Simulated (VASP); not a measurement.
# CdTe (F-43m) under uniaxial stress along [111]

How do the elastic response and the band edges of CdTe follow uniaxial stress along [111]?

Program: VASP 6.6.1. Level of theory: LDA; plane waves and PAW (Cd, Te), in the first sound run; inputs show where later runs differ. Results are calculated unless marked as measured.

### Step 1. Starting point

Symmetry: F-43m, No. 216, cubic system. The conventional cell has a = 6.481 Å, b = 6.481 Å, c = 6.481 Å, α = 90.00°, β = 90.00°, γ = 90.00°. Cd has 4 Te at 2.81 Å nearest. Te has 4 Cd at 2.81 Å nearest. Farther neighbours and most contacts between anions are not listed.

As a file:

```xyz
2
Lattice="0.0000 3.2405 3.2405 3.2405 0.0000 3.2405 3.2405 3.2405 0.0000" Properties=species:S:1:pos:R:3 pbc="T T T"
Cd    0.0000    0.0000    0.0000
Te    1.6202    1.6202    1.6202
```

### Step 2. Relax the crystal, LDA

The series starts from the cell that this level prefers, so that zero strain is near zero stress.

This step took 2 runs in a row; the last is shown.

Level: LDA; plane waves and PAW (Cd, Te).

Input file INCAR:

```
SYSTEM = CdTe
PREC = Accurate
ENCUT = 450
EDIFF = 1E-07
NELM = 120
ISMEAR = 0
SIGMA = 0.02
LREAL = .FALSE.
ALGO = Normal
GGA = CA
NBANDS = 15
LASPH = .TRUE.
LORBIT = 11
LWAVE = .FALSE.
LCHARG = .FALSE.
KPAR = 12
IBRION = 2
NSW = 40
ISIF = 3
EDIFFG = -0.005
POTIM = 0.4
```

Input file POSCAR:

```
CdTe
1.0
    0.0000000000      3.2089821090      3.2089821090
    3.2089821090      0.0000000000      3.2089821090
    3.2089821090      3.2089821090      0.0000000000
Cd Te
1 1
Direct
    0.0000000000      0.0000000000      0.0000000000
    0.2500000000      0.2500000000      0.2500000000
```

Input file KPOINTS:

```
Automatic mesh
0
Gamma
8 8 8
0 0 0
```

Potentials, in the order of the species: Cd and Te (LDA family, release 64).

Command:

```sh
$ mpirun -np 12 vasp_std
```

Output:

```text
[banner, memory and clock lines left out]
running   12 mpi-ranks, on    1 nodes
[...]
|                                                                             |
|           W    W    AA    RRRRR   N    N  II  N    N   GGGG   !!!           |
|           W    W   A  A   R    R  NN   N  II  NN   N  G    G  !!!           |
|           W    W  A    A  R    R  N N  N  II  N N  N  G       !!!           |
|           W WW W  AAAAAA  RRRRR   N  N N  II  N  N N  G  GGG   !            |
|           WW  WW  A    A  R   R   N   NN  II  N   NN  G    G                |
|           W    W  A    A  R    R  N    N  II  N    N   GGGG   !!!           |
|                                                                             |
|     For optimal performance we recommend to set                             |
|       NCORE = 2 up to number-of-cores-per-socket                            |
|     NCORE specifies how many cores store one orbital (NPAR=cpu/NCORE).      |
|     This setting can greatly improve the performance of VASP for DFT.       |
[...]
DAV:   4    -0.629292908150E+01   -0.35194E-01   -0.35191E-01  1298   0.418E+00
[...]
DAV:  11    -0.605062394993E+01   -0.39073E-05   -0.20771E-05  1089   0.409E-02    0.319E-02
DAV:  12    -0.605062297949E+01    0.97044E-06   -0.21116E-06   998   0.121E-02    0.158E-02
DAV:  13    -0.605062291532E+01    0.64161E-07   -0.55036E-07  1017   0.340E-03
   1 F= -.60506229E+01 E0= -.60506229E+01  d E =-.605062E+01
[...]
N       E                     dE             d eps       ncg     rms          rms(c)
DAV:   1    -0.605075524948E+01   -0.13227E-03   -0.24533E-03  1038   0.600E-01    0.856E-02
DAV:   2    -0.605063910095E+01    0.11615E-03   -0.29544E-04  1003   0.256E-01    0.277E-02
DAV:   3    -0.605062797639E+01    0.11125E-04   -0.24067E-05  1017   0.491E-02    0.231E-02
DAV:   4    -0.605062611631E+01    0.18601E-05   -0.28907E-06   989   0.124E-02    0.382E-03
DAV:   5    -0.605062602092E+01    0.95385E-07   -0.28256E-07   946   0.684E-03
   2 F= -.60506260E+01 E0= -.60506260E+01  d E =-.310560E-05
 trial-energy change:   -0.000003  1 .order   -0.000004   -0.000013    0.000004
 step:   0.6571(harm=  0.7447)  dis= 0.00000  next Energy=    -6.050627 (dE=-0.391E-05)
 reached required accuracy - stopping structural energy minimisation
```

Wall time 2.8 s (12 MPI ranks of Intel Xeon 6975P-C (Granite Rapids), shared host); peak memory 2.2 GiB; 28 s of CPU time.

The logs omit lines about the potential files and the build; timing stands in the text.

From OUTCAR (step 2):

```text
  Total        0.0051087      0.0051087      0.0051087     -0.0000000      0.0000000      0.0000000
  in kB        0.1239539      0.1239539      0.1239539     -0.0000000      0.0000000      0.0000000
  external PRESSURE =       0.1239539 kB  Pullay stress =       0.0000000 kB

 POSITION                                       TOTAL-FORCE (eV/Angst)
 -----------------------------------------------------------------------------------
      6.41612      6.41612      6.41612         0.000000      0.000000      0.000000
      1.60403      1.60403      1.60403        -0.000000     -0.000000     -0.000000
 -----------------------------------------------------------------------------------
    total drift:                                0.000000      0.000000      0.000000

  FREE ENERGIE OF THE ION-ELECTRON SYSTEM (eV)
  ---------------------------------------------------
  free  energy   TOTEN  =        -6.0506260209 eV

  energy  without entropy=       -6.0506260209  energy(sigma->0) =       -6.05062602

 reached required accuracy - stopping structural energy minimisation

[... 3 further parts left out ...]
[key lines of the parts left out:]
E-fermi :   2.5537
```

Read from the output:

```
energy(sigma→0) of the program : -6.0506 eV
stress, compression positive   : 0.01 along [111], 0.01 across it (mean), GPa
volume                         : 66.032 Å³
ionic steps                    : 2
```

### Step 3. Strain across the axis, LDA

One member in full: the axis is strained by 1.5 %, and the two directions across it are strained alike until their mean stress is under 0.012 GPa or five steps are spent.

This step took 3 runs, each at a new trial strain with the atoms of the one before; the last is shown.

Level: LDA; plane waves and PAW (Cd, Te); cell typed or built by script.

Changes to INCAR since step 2:

```diff
@@ -15,7 +15,7 @@
 LCHARG = .FALSE.
-KPAR = 12
-IBRION = 2
-NSW = 40
-ISIF = 3
-EDIFFG = -0.005
-POTIM = 0.4
+KPAR = 3
+IBRION = 1
+NSW = 25
+ISIF = 2
+EDIFFG = -0.004
+POTIM = 0.3
```

Input file POSCAR:

```
CdTe
1.0
    0.0413121690      3.2355240960      3.2355240960
    3.2355240960      0.0413121690      3.2355240960
    3.2355240960      3.2355240960      0.0413121690
Cd Te
1 1
Direct
    0.0013816571      0.0013816571      0.0013816571
    0.2486183429      0.2486183429      0.2486183429
```

KPOINTS is that of step 2.

Command:

```sh
$ mpirun -np 3 vasp_std
```

Output:

```text
[banner, memory and clock lines left out]
running    3 mpi-ranks, on    1 nodes
[...]
LDA part: xc-table for (Slater(with rela. corr.)+CA(PZ))
 , standard interpolation
 POSCAR, INCAR and KPOINTS ok, starting setup
[...]
entering main loop
       N       E                     dE             d eps       ncg     rms          rms(c)
DAV:   1     0.948958195260E+02    0.94896E+02   -0.76671E+03  1958   0.925E+02
DAV:   2    -0.273081856406E+01   -0.97627E+02   -0.93513E+02  2307   0.242E+02
DAV:   3    -0.625669235839E+01   -0.35259E+01   -0.35203E+01  2391   0.476E+01
DAV:   4    -0.629088640665E+01   -0.34194E-01   -0.34192E-01  2938   0.413E+00
[...]
DAV:  11    -0.604827006795E+01   -0.38230E-05   -0.20799E-05  2415   0.415E-02    0.309E-02
DAV:  12    -0.604826913894E+01    0.92901E-06   -0.20169E-06  2241   0.123E-02    0.154E-02
DAV:  13    -0.604826907501E+01    0.63924E-07   -0.57004E-07  2454   0.355E-03
   1 F= -.60482691E+01 E0= -.60482691E+01  d E =-.604827E+01
 BRION: g(F)=  0.730E-05 g(S)=  0.000E+00
[...]
N       E                     dE             d eps       ncg     rms          rms(c)
DAV:   1    -0.604827483000E+01   -0.56911E-05   -0.11125E-03  2034   0.222E-01    0.577E-03
DAV:   2    -0.604827539722E+01   -0.56722E-06   -0.65301E-06  2419   0.193E-02    0.239E-03
DAV:   3    -0.604827538793E+01    0.92964E-08   -0.58012E-08  1528   0.202E-03
   2 F= -.60482754E+01 E0= -.60482754E+01  d E =-.631292E-05
 BRION: g(F)=  0.361E-05 g(S)=  0.000E+00 retain N=  1 mean eig= 3.37
 eig:   3.373
[...]
N       E                     dE             d eps       ncg     rms          rms(c)
DAV:   1    -0.604827915327E+01   -0.37560E-05   -0.62738E-03  1978   0.526E-01    0.121E-02
DAV:   2    -0.604828237148E+01   -0.32182E-05   -0.37049E-05  2419   0.459E-02    0.429E-03
DAV:   3    -0.604828233043E+01    0.41050E-07   -0.34690E-07  2377   0.474E-03
   3 F= -.60482823E+01 E0= -.60482823E+01  d E =-.694250E-05
 BRION: g(F)=  0.347E-07 g(S)=  0.000E+00 retain N=  1 mean eig= 3.74
 eig:   3.740
 reached required accuracy - stopping structural energy minimisation
```

Wall time 12 s (3 MPI ranks); peak memory 0.56 GiB.

Parts of OUTCAR (step 3):

```text
  Total       -0.1175339     -0.1175339     -0.1175339     -0.1167304     -0.1167304     -0.1167304
  in kB       -2.8340522     -2.8340522     -2.8340522     -2.8146785     -2.8146785     -2.8146785
  external PRESSURE =      -2.8340522 kB  Pullay stress =       0.0000000 kB

 POSITION                                       TOTAL-FORCE (eV/Angst)
 -----------------------------------------------------------------------------------
      0.00836      0.00836      0.00836        -0.000447     -0.000447     -0.000447
      1.61973      1.61973      1.61973         0.000447      0.000447      0.000447
 -----------------------------------------------------------------------------------
    total drift:                               -0.000265     -0.000265     -0.000265

  FREE ENERGIE OF THE ION-ELECTRON SYSTEM (eV)
  ---------------------------------------------------
  free  energy   TOTEN  =        -6.0482823304 eV

  energy  without entropy=       -6.0482823304  energy(sigma->0) =       -6.04828233

[... 1 part as in an earlier step ...]

[... 3 further parts left out ...]
[key lines of the parts left out:]
E-fermi :   2.5496
```

Numbers from this step:

```
energy(sigma→0) of the program : -6.0483 eV
stress, compression positive   : -0.85 along [111], 0.00 across it (mean), GPa
ionic steps                    : 3
```

### Step 4. Band edges, TB-mBJ with spin-orbit coupling

Short lines in KPOINTS_OPT sample the zone centre along and across the axis, for masses, and the other valleys.

Level: TB-mBJ, spin-orbit coupling; plane waves and PAW (Cd, Te); cell typed or built by script.

TB-mBJ has no energy functional, so the total energy, stress and pressure in this output mean nothing.

Input file INCAR:

```
SYSTEM = CdTe
PREC = Accurate
ENCUT = 450
EDIFF = 1E-06
NELM = 150
ISMEAR = 0
SIGMA = 0.02
LREAL = .FALSE.
ALGO = Normal
METAGGA = MBJ
LASPH = .TRUE.
LNONCOLLINEAR = .TRUE.
MAGMOM = 0 0 0 0 0 0
NBANDS = 28
GGA_COMPAT = .FALSE.
LSORBIT = .TRUE.
LWAVE = .FALSE.
LCHARG = .FALSE.
KPAR = 3
```

Input file POSCAR:

```
CdTe
1.0
    0.0413121690      3.2355240960      3.2355240960
    3.2355240960      0.0413121690      3.2355240960
    3.2355240960      3.2355240960      0.0413121690
Cd Te
1 1
Direct
    0.0012844777      0.0012844777      0.0012844777
    0.2487155223      0.2487155223      0.2487155223
```

Input file KPOINTS:

```
Automatic mesh
0
Gamma
7 7 7
0 0 0
```

Input file KPOINTS_OPT:

```
Line mode
6
Line-mode
Reciprocal
  0.00000000   0.00000000   0.00000000
  0.02992044   0.02992044   0.02992044

  0.00000000   0.00000000   0.00000000
 -0.01797376   0.01797376  -0.00000000

  0.31000000   0.31000000   0.00000000
  0.50000000   0.50000000   0.00000000

  0.00000000   0.31000000   0.31000000
  0.00000000   0.50000000   0.50000000

  0.45000000   0.45000000   0.45000000
  0.50000000   0.50000000   0.50000000

  0.45000000   0.00000000   0.00000000
  0.50000000   0.00000000   0.00000000

  0.42500000   0.42500000   0.00000000
  0.42532875   0.45074748   0.02574748

  0.50000000   0.50000000   0.50000000
  0.48202624   0.51797376   0.50000000
```

Command:

```sh
$ mpirun -np 3 vasp_ncl
```

Output:

```text
[banner, memory and clock lines left out]
running    3 mpi-ranks, on    1 nodes
[...]
|                                                                             |
|               ----> ADVICE to this user running VASP <----                  |
|                                                                             |
|     You enforced a specific xc type in the INCAR file but a different       |
|     [... a line on the potential file left out ...]
|     I HOPE YOU KNOW WHAT YOU ARE DOING!                                     |
|                                                                             |

 LDA part: xc-table for (None), standard interpolation
 POSCAR, INCAR and KPOINTS ok, starting setup
[...]
entering main loop
       N       E                     dE             d eps       ncg     rms          rms(c)
DAV:   1    -0.468605646053E+02   -0.46861E+02   -0.75522E+03  4736   0.100E+03
DAV:   2    -0.152299475371E+03   -0.10544E+03   -0.10222E+03  5224   0.269E+02
DAV:   3    -0.156946506336E+03   -0.46470E+01   -0.46202E+01  5532   0.574E+01
DAV:   4    -0.156998536167E+03   -0.52030E-01   -0.52010E-01  5560   0.540E+00
[...]
DAV:  32    -0.155629234207E+03    0.32496E-05   -0.14737E-11  2400   0.275E-05    0.313E-05
DAV:  33    -0.155629230235E+03    0.39721E-05   -0.51236E-12  2400   0.192E-05    0.980E-06
DAV:  34    -0.155629230805E+03   -0.57013E-06   -0.90208E-12  2396   0.164E-05
   1 F= -.15562923E+03 E0= -.15562923E+03  d E =-.930929E-22  mag=    -0.0000    -0.0000     0.0000
 Start KPOINTS_OPT (optional k-point list driver)
k-point batch [1-48\48]
       N       E                     dE             ncg
DAV:   1     0.256381620877E+04   -0.13029E+05     2720
DAV:   2    -0.259653567714E+04   -0.51604E+04     2988
DAV:   3    -0.282970137187E+04   -0.23317E+03     3148
DAV:   4    -0.283232985104E+04   -0.26285E+01     3432
DAV:   5    -0.283237112004E+04   -0.41269E-01     3112
DAV:   6    -0.283237244951E+04   -0.13295E-02     3292
DAV:   7    -0.283237250066E+04   -0.51154E-04     3104
DAV:   8    -0.283237250288E+04   -0.22129E-05     2468
DAV:   9    -0.283237250299E+04   -0.10891E-06     1984
```

It took 3.3 min on 3 MPI ranks; peak memory 1.7 GiB.

From OUTCAR (step 4):

```text
  LATTYP: Found a trigonal (rhomboedric) cell.
 ALAT       =     4.5759085488
 COS(alpha) =     0.5127265134

 Subroutine GETGRP returns: Found  6 space group operations
 (whereof  6 operations were pure point group operations)

The static configuration has the point symmetry C_3v.

 Found     84 irreducible k-points:

   k-points           NKPTS =     84   k-points in BZ     NKDIM =     84   number of bands    NBANDS=     28

   dimension x,y,z NGX =    32 NGY =   32 NGZ =   32
   dimension x,y,z NGXF=    64 NGYF=   64 NGZF=   64

   ENCUT  =  450.0 eV  33.07 Ry    5.75 a.u.   7.91  7.91  7.91*2*pi/ulx,y,z

   NELECT =      18.0000    total number of electrons

 E-fermi :   3.1813

 k-point     1 :       0.0000    0.0000    0.0000
  band No.  band energies     occupation
    ...
     14       2.1921      1.00000
     15       2.9816      1.00000
     16       2.9816      1.00000
     17       3.0542      1.00000
     18       3.0542      1.00000
     19       4.6332      0.00000
     20       4.6332      0.00000
     21       7.6733      0.00000
     22       7.6733      0.00000
     23       7.9582      0.00000
    ...

 k-point     2 :       0.1429   -0.0000    0.0000
  band No.  band energies     occupation
    ...
     14       1.4815      1.00000
     15       2.3783      1.00000
     16       2.4102      1.00000
     17       2.8334      1.00000
     18       2.8470      1.00000
     19       5.3752      0.00000
     20       5.3815      0.00000
     21       7.9171      0.00000
     22       7.9809      0.00000
     23       8.0608      0.00000
    ...

  Total      -14.0659047    -14.0659047    -14.0659047     -0.1147760     -0.1147760     -0.1147760
  in kB     -339.1660508   -339.1660508   -339.1660508     -2.7675520     -2.7675520     -2.7675520
  external PRESSURE =    -339.1660508 kB  Pullay stress =       0.0000000 kB

 POSITION                                       TOTAL-FORCE (eV/Angst)
 -----------------------------------------------------------------------------------
      0.00836      0.00836      0.00836        -0.032284     -0.032284     -0.032284
      1.61973      1.61973      1.61973         0.032284      0.032284      0.032284
 -----------------------------------------------------------------------------------
    total drift:                               -0.072382     -0.072382     -0.072382

  FREE ENERGIE OF THE ION-ELECTRON SYSTEM (eV)
  ---------------------------------------------------
  free  energy   TOTEN  =      -155.6292308050 eV

  energy  without entropy=     -155.6292308050  energy(sigma->0) =     -155.62923081

 Spin-Orbit-Coupling matrix elements
 Ion:    1  E_soc:     -0.0579840
 Ion:    2  E_soc:     -0.1871739

[... 1 part as in an earlier step ...]

[... 7 further parts left out ...]
```

### Step 5. Band edges, r2SCAN with spin-orbit coupling

Short lines in KPOINTS_OPT sample the zone centre along and across the axis, for masses, and the other valleys.

Level: r2SCAN, spin-orbit coupling; plane waves and PAW (Cd, Te); cell typed or built by script.

Changes to INCAR since step 4:

```diff
@@ -4,3 +4,3 @@
 EDIFF = 1E-06
-NELM = 150
+NELM = 100
 ISMEAR = 0
@@ -9,3 +9,3 @@
 ALGO = Normal
-METAGGA = MBJ
+METAGGA = R2SCAN
 LASPH = .TRUE.
```

POSCAR is that of step 4.

KPOINTS is that of step 4.

KPOINTS_OPT is that of step 4.

Command:

```sh
$ mpirun -np 3 vasp_ncl
```

Output:

```text
[banner, memory and clock lines left out]
running    3 mpi-ranks, on    1 nodes
[...]
[... a notice as in an earlier step ...]

 LDA part: xc-table for (None), standard interpolation
 POSCAR, INCAR and KPOINTS ok, starting setup
[...]
entering main loop
       N       E                     dE             d eps       ncg     rms          rms(c)
DAV:   1    -0.681880597813E+03   -0.68188E+03   -0.76891E+03  4744   0.102E+03
DAV:   2    -0.790164813036E+03   -0.10828E+03   -0.10470E+03  5188   0.273E+02
DAV:   3    -0.795234023794E+03   -0.50692E+01   -0.50410E+01  5548   0.608E+01
DAV:   4    -0.795289534719E+03   -0.55511E-01   -0.55491E-01  5604   0.570E+00
[...]
DAV:  14    -0.790819762665E+03   -0.48555E-05   -0.17321E-05  4896   0.577E-02    0.201E-02
DAV:  15    -0.790819760474E+03    0.21912E-05   -0.56996E-06  5072   0.376E-02    0.682E-03
DAV:  16    -0.790819760486E+03   -0.11817E-07   -0.16033E-07  2420   0.308E-03
   1 F= -.79081976E+03 E0= -.79081976E+03  d E =-.241804E-14  mag=     0.0000    -0.0000     0.0000
 Start KPOINTS_OPT (optional k-point list driver)
k-point batch [1-48\48]
       N       E                     dE             ncg
DAV:   1     0.221359012124E+04   -0.13379E+05     2712
DAV:   2    -0.308986081224E+04   -0.53035E+04     3000
DAV:   3    -0.333168903891E+04   -0.24183E+03     3180
DAV:   4    -0.333439863852E+04   -0.27096E+01     3500
DAV:   5    -0.333443050078E+04   -0.31862E-01     2968
DAV:   6    -0.333443157616E+04   -0.10754E-02     3352
DAV:   7    -0.333443160897E+04   -0.32816E-04     2800
DAV:   8    -0.333443161035E+04   -0.13733E-05     2076
DAV:   9    -0.333443161045E+04   -0.10227E-06     1692
```

Wall time 3.8 min (3 MPI ranks); peak memory 1.6 GiB; 11 min of CPU time.

(Continued in part 2 of 2.)

[Lines on the potential files, build, host, timing and source positions are cut from VASP's logs without a mark.]

[Logs are printed without paths, hosts, clocks, repeated set-up lines and the standing remarks that a program may print on its own settings, such as how far it seeks lower states.]

[Hosts, paths, dates, database ids (printed as entryN), source tags and the programs' standing remarks are cut or masked in the printed files.]

[In band tables of VASP the shares of atoms and orbitals are scaled to a sum of 1 inside the atoms' spheres.]
